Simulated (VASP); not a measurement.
# Mg8S7 (a cell with a defect) in VASP: further runs, part 2 of 2

VASP 6.6.1. The steps go on from the part before.

### Step 4. Single point, PBE

The input, INCAR:

```
  ALGO = Fast
  EDIFF = 1E-7
  ENCUT = 520
  GGA = PE
  ISIF = 2
  ISMEAR = -1
  LASPH = T
  LCHARG = F
  LREAL = Auto
  LWAVE = F
  NBANDS = 42
  NELM = 80
  PREC = Accurate
  SIGMA = 0.1
```

The input, KPOINTS:

```
k-points
0
Gamma
  2 2 2
```

The input, POSCAR:

```
Mg8S7
1.0
    0.0000000000      5.2477720000      5.2477720000
    5.2477720000      0.0000000000      5.2477720000
    5.2477720000      5.2477720000      0.0000000000
Mg S
8 7
Direct
    0.0203773144     -0.0068077462     -0.0081235427
    0.0140389102     -0.0360543484      0.5351360539
    0.0145773292      0.5348825178     -0.0358396859
   -0.0307148443      0.5115213656      0.5103479153
    0.4916672256     -0.0103785950     -0.0116055919
    0.5000039064      0.0506379660      0.4497886913
    0.4997521805      0.4515410540      0.0490420506
    0.5046551184      0.5096728669      0.5083860351
    0.2382650199      0.2503362379      0.2494680600
    0.2365713488      0.2698075488      0.7420525320
    0.2367782937      0.7433056352      0.2681737126
    0.7664538398      0.2505423254      0.2493410537
    0.7493794509      0.2299310069      0.7563071528
    0.7495703891      0.7575307197      0.2282758283
    0.5975485406      0.7493459129      0.7475323814
```

Potentials or basis: VASP PAW PBE potentials, release 64 (Mg, S).

The run is started by

```
> cat potpaw_PBE.64/Mg/POTCAR potpaw_PBE.64/S/POTCAR > POTCAR
> mpirun -np 1 vasp_std > vasp.out
```

OUTCAR:

```text
EDIFF = 1E-7
   ENCUT = 520
   GGA = PE
   ISIF = 2
   ISMEAR = -1
   LASPH = T
   LREAL = Auto
   NELM = 80
   PREC = Accurate

 ion  position               nearest neighbor table
   1  0.020  0.993  0.992-  11 2.60  10 2.60  14 2.66  13 2.66  12 2.70   5 3.47   2 3.53   3 3.53
                             6 3.65   7 3.65
   2  0.014  0.964  0.535-  13 2.57  11 2.57   9 2.70  12 2.81   3 3.18   8 3.51   1 3.53   4 3.63
                             5 3.64
   3  0.015  0.535  0.964-  14 2.56  10 2.57   9 2.69  12 2.80   2 3.18   8 3.51   1 3.53   4 3.64
                             5 3.65
   4  0.969  0.512  0.510-  10 2.62  11 2.62  13 2.64  14 2.64  15 2.68   9 2.74   8 3.46   2 3.63
                             3 3.64
   5  0.492  0.990  0.988-  14 2.62  13 2.62  11 2.64  10 2.64  15 2.72   9 2.74   1 3.47   2 3.64
                             3 3.65
   6  0.500  0.051  0.450-  15 2.33   9 2.45  12 2.47  10 2.70  14 2.71   7 2.97   1 3.65
   7  0.500  0.452  0.049-  15 2.34   9 2.45  12 2.47  11 2.70  13 2.71   6 2.97   1 3.65
   8  0.505  0.510  0.508-  13 2.60  14 2.60  10 2.67  11 2.67  12 2.72   4 3.46   2 3.51   3 3.51

   9  0.238  0.250  0.249-   6 2.45   7 2.45   3 2.69   2 2.70   5 2.74   4 2.74
  10  0.237  0.270  0.742-   3 2.57   1 2.60   4 2.62   5 2.64   8 2.67   6 2.70
  11  0.237  0.743  0.268-   2 2.57   1 2.60   4 2.62   5 2.64   8 2.67   7 2.70
  12  0.766  0.251  0.249-   6 2.47   7 2.47   1 2.70   8 2.72   3 2.80   2 2.81
  13  0.749  0.230  0.756-   2 2.57   8 2.60   5 2.62   4 2.64   1 2.66   7 2.71
  14  0.750  0.758  0.228-   3 2.56   8 2.60   5 2.62   4 2.64   1 2.66   6 2.71
  15  0.598  0.749  0.748-   6 2.33   7 2.34   4 2.68   5 2.72

  LATTYP: Found a face centered cubic cell.
 ALAT       =    10.4955440000

  Lattice vectors:

 A1 = (   0.0000000000,   5.2477720000,   5.2477720000)
 A2 = (   5.2477720000,   0.0000000000,   5.2477720000)
 A3 = (   5.2477720000,   5.2477720000,   0.0000000000)

Analysis of symmetry for initial positions (statically):
[... 176 lines left out ...]
  ---------------------------------------------------
  ext. energy  EPLUGINS =         0.00000000
  ---------------------------------------------------
  free energy    TOTEN  =       -58.06605224 eV

  energy without entropy =      -58.03277658  energy(sigma->0) =      -58.04941441

 E-fermi :   5.2577     XC(G=0):  -9.2759

 val. band max:        5.0342360336   @ k =   0.5000   0.0000   0.5000
 cond. band min:       5.4034728568   @ k =   0.0000   0.5000   0.5000
 fundamental gap:      0.3692368232
 Fermi energy:         5.2577340833

 k-point     1 :       0.0000    0.0000    0.0000
  band No.  band energies     occupation
      1      -9.4708      2.00000
      2      -8.4080      2.00000
      3      -8.3898      2.00000
      4      -8.3540      2.00000
      5      -8.1516      2.00000
      6      -8.0083      2.00000
[... 341 lines left out ...]
     40       8.8529      0.00000
     41       9.0451      0.00000
 [bands above 41 left out]

------------------------ aborting loop because EDIFF is reached ----------------------------------------

  FORCE on cell =-STRESS in cart. coord.  units (eV):
  Direction    XX          YY          ZZ          XY          YZ          ZX
  --------------------------------------------------------------------------------------
  -------------------------------------------------------------------------------------
  Total       -1.2329836      0.7055370      0.6869506      0.0132153     -2.1151856      0.0131144
  in kB       -6.8345989      3.9108890      3.8078620      0.0732542    -11.7247661      0.0726948
  external PRESSURE =       0.2947174 kB  Pullay stress =       0.0000000 kB

 VOLUME and BASIS-vectors are now :
 -----------------------------------------------------------------------------
  energy-cutoff  :      520.00
  volume of cell :      289.04
      direct lattice vectors                 reciprocal lattice vectors
     0.000000000  5.247772000  5.247772000    -0.095278530  0.095278530  0.095278530
     5.247772000  0.000000000  5.247772000     0.095278530 -0.095278530  0.095278530
     5.247772000  5.247772000  0.000000000     0.095278530  0.095278530 -0.095278530

 POSITION                                       TOTAL-FORCE (eV/Angst)
 -----------------------------------------------------------------------------------
     10.41719      5.31208      5.31898         0.057549     -0.144410     -0.142473
      7.86684      2.88194      5.13224         0.000659      0.053867      0.127360
      7.86664      5.13619      2.88344         0.000871      0.114327      0.056755
      5.36254      7.76478      7.77093         0.011617     -0.066300     -0.063527
     10.38018      7.76703      7.77346        -0.037463     -0.073604     -0.071405
      2.62613      4.98430      2.88964         0.000542      0.020133     -0.168493
      2.62695      2.87995      4.99217        -0.000489     -0.161886      0.018700
      5.34254      5.31621      5.32296        -0.051534     -0.149744     -0.147672
      2.62286      2.55951      2.56407        -0.005294     -0.049641     -0.046044
      5.31001      5.13560      2.65736        -0.069277     -0.143017     -0.182397
      5.30801      2.64987      5.14326        -0.062437     -0.179697     -0.148218
      2.62327      5.33066      5.33696        -0.001259     -0.043289     -0.036059
      5.17555      7.90150      5.13920         0.061854     -0.177897     -0.146314
      5.17329      5.13151      7.90892         0.069085     -0.139923     -0.179476
      7.85528      7.05868      7.06820         0.025576      1.141081      1.129263
 -----------------------------------------------------------------------------------
    total drift:                                0.000719     -0.001003     -0.006617

  FREE ENERGIE OF THE ION-ELECTRON SYSTEM (eV)
  ---------------------------------------------------
  free  energy   TOTEN  =       -58.0660522418 eV

  energy  without entropy=      -58.0327765816  energy(sigma->0) =      -58.04941441
```

stdout:

```text
POSCAR found type information on POSCAR MgS
 POSCAR found :  2 types and      15 ions
 scaLAPACK will be used
 LDA part: xc-table for (Slater+PW92), standard interpolation
 POSCAR, INCAR and KPOINTS ok, starting setup
 FFT: planning ... GRIDC
 FFT: planning ... GRID_SOFT
 FFT: planning ... GRID
 WAVECAR not read
 entering main loop
```

It took 2.4 min on 1 thread of AMD EPYC 9R45 (Zen 5), shared host; peak memory 0.39 GiB.

Results:

```yaml
Free_energy: -58.0661 eV
Pressure: 0.0 GPa
Largest_force: 1.606 eV/Å
Band_gap_on_the_k_mesh: 0.37 eV, indirect (least direct gap 0.64 eV)
```

Forces in eV/Å, atoms in the order of the input:
```
Mg   0.058 -0.144 -0.142
Mg   0.001  0.054  0.127
Mg   0.001  0.114  0.057
Mg   0.012 -0.066 -0.064
Mg  -0.037 -0.074 -0.071
Mg   0.001  0.020 -0.168
Mg   0.000 -0.162  0.019
Mg  -0.052 -0.150 -0.148
S   -0.005 -0.050 -0.046
S   -0.069 -0.143 -0.182
S   -0.062 -0.180 -0.148
S   -0.001 -0.043 -0.036
S    0.062 -0.178 -0.146
S    0.069 -0.140 -0.179
S    0.026  1.141  1.129
```

Stress tensor (GPa, compression positive):
```
-0.68  0.01  0.01
 0.01  0.39 -1.17
 0.01 -1.17  0.38
```

Levels at points of the mesh, in eV from the valence-band top:
```csv
k point,band 25,band 26,band 27,band 28,band 29,band 30,band 31,band 32,band 33,band 34
"(0.00, 0.00, 0.00)",-2.65,-2.46,-2.39,-2.19,-1.42,0.70,0.83,1.73,1.73,2.01
"(0.50, 0.00, 0.00)",-2.86,-2.75,-2.51,-2.47,-0.35,0.88,1.72,2.06,2.37,2.52
"(0.00, 0.50, 0.00)",-2.92,-2.61,-2.45,-2.35,-0.56,0.84,1.84,1.98,2.08,2.28
"(0.00, 0.00, 0.50)",-2.92,-2.61,-2.45,-2.35,-0.56,0.84,1.84,1.98,2.08,2.28
"(0.50, 0.50, 0.50)",-2.86,-2.74,-2.51,-2.49,-0.35,0.89,1.71,2.07,2.37,2.52
"(0.50, 0.50, 0.00)",-2.87,-2.81,-2.74,-2.36,0.00,1.07,1.61,2.21,2.75,2.92
"(0.00, 0.50, 0.50)",-3.02,-3.00,-2.69,-2.55,-0.27,0.37,2.18,2.34,2.51,2.91
"(0.50, 0.00, 0.50)",-2.87,-2.81,-2.74,-2.36,0.00,1.07,1.61,2.21,2.75,2.92
```

Caveat: the k mesh is coarse (spacing up to 0.52 Å⁻¹), so the values aren't converged.
